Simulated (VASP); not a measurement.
A run of VASP 6.6.1 is set up as follows.

Contents of POSCAR:

```
Ti
1.0
    4.6000000000      0.0000000000      0.0000000000
   -2.3000000000      3.9837200000      0.0000000000
    0.0000000000      0.0000000000      2.8200000000
Ti
3
Direct
    0.0000000000      0.0000000000      0.0000000000
    0.3333333333      0.6666666667      0.5000000000
    0.6666666667      0.3333333333      0.5000000000
```

The input INCAR.step1:

```
PREC = Accurate
ENCUT = 600
ISMEAR = -1
SIGMA = 0.1
LREAL = F
LASPH = T
NELM = 100
GGA = PE
ALGO = Normal
EDIFF = 1E-4
LWAVE = T
LCHARG = F
```

File INCAR.step2:

```
PREC = Accurate
ENCUT = 600
EDIFF = 1E-7
ISMEAR = -1
SIGMA = 0.1
LREAL = F
LASPH = T
NELM = 100
ALGO = Normal
ISIF = 3
LWAVE = F
LCHARG = F
METAGGA = R2SCAN
LMIXTAU = T
IBRION = 2
NSW = 80
EDIFFG = -0.01
PSTRESS = 300.0
ISTART = 1
```

Contents of KPOINTS:

```
Automatic mesh
0
Gamma
  5 5 7
```

Potentials or basis: VASP PAW PBE potentials, release 64 (Ti_sv).

Command:

```console
$ cat potpaw_PBE.64/Ti_sv/POTCAR > POTCAR
$ cp INCAR.step1 INCAR
$ mpirun -np 1 vasp_std > vasp.out
$ cp INCAR.step2 INCAR
$ mpirun -np 1 vasp_std > vasp.out
```

Problem. Estimate the space group after relaxing (to 0.05 Å).

Solution. P6/mmm (No. 191).

Problem. Predict the relaxed cell.

Solution. a = 4.281 Å, b = 4.281 Å, c = 2.680 Å, α = 90.00°, β = 90.00°, γ = 120.00°.

Problem. Predict the relaxed volume.

Solution. 14.18 Å³/atom.

Problem. Predict the band gap on the k mesh.

Solution. None (metal or under the smearing width).

The path:
```tsv
step	energy change (eV)	largest force (eV/Å)	pressure (GPa)	volume (Å³)
1	0.0000	0.0000	-0.71	51.68
2	6.2390	0.0000	140.16	30.71
3	0.5644	0.0000	25.95	43.44
4	0.6865	0.0000	29.28	42.73
5	0.7175	0.0000	30.09	42.57
6	0.7172	0.0000	30.08	42.53
```

Caveat: the cell is relaxed towards a set pressure, so the enthalpy falls and the energy may rise; the volume moved by over 15 % at a fixed basis, so the end points are rough; the PAW data sets were made with another functional, which shifts forces and pressure a little.
